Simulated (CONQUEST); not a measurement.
Runs of CONQUEST 1.3 on AlN. The structure is cubic, space group F-43m (No. 216). The conventional cell has a = 4.368 Å, b = 4.368 Å, c = 4.368 Å, α = 90.00°, β = 90.00°, γ = 90.00°. Around Al (site symmetry -43m) lie 4 N at 1.89 Å. N (site symmetry -43m) has 4 Al at 1.89 Å as nearest neighbours. Measurements of this composition are mostly on another form, of space group No. 186.

```csv
potentials or basis,cell,k mesh,gap on the mesh (eV),pressure (GPa),largest force (eV/Å)
"PseudoDojo NC PBE, DZP, grid cutoff 150 Ha","atoms moved at random, drawn with an rms of 0.05 Å",9 × 9 × 6,3.11,7.5,0.78
"PseudoDojo NC PBE, DZP, grid cutoff 150 Ha",as given,9 × 9 × 6,3.26,(a),-
"PseudoDojo NC PBE, SZP, grid cutoff 150 Ha","atoms moved at random, drawn with an rms of 0.05 Å",9 × 9 × 6,3.15,10.3,0.85
"PseudoDojo NC PBE, SZ, grid cutoff 150 Ha","atoms moved at random, drawn with an rms of 0.05 Å",9 × 9 × 6,3.80,22.7,0.97
"PseudoDojo NC PBE, SZP, grid cutoff 150 Ha",as given,9 × 9 × 6,3.32,9.7,-
"PseudoDojo NC PBE, SZP, grid cutoff 150 Ha",as given,7 × 7 × 5,3.32,9.7,-
"PseudoDojo NC PBE, SZP, grid cutoff 150 Ha",as given,11 × 11 × 8,3.32,9.7,-
"PseudoDojo NC PBE, SZP, grid cutoff 150 Ha",as given,5 × 5 × 4,3.32,9.7,-
```

Alike in all rows: task single point; level PBE; no spin polarisation; smearing fermi-dirac 0.05 eV.

**Question.** Fill in the values left out.

**Answer.** (a) 7.1.

Caveats: the basis of atomic orbitals isn't converged, which shifts pressures, moduli and gaps; an odd mesh through Γ misses points on the zone boundary, where band edges often lie (some runs); the atomic basis is small (some runs); the real-space grid breaks the cell's symmetry a little (some runs); the box holds several primitive cells, so bands are folded and the points are those of the box's own zone (some runs).
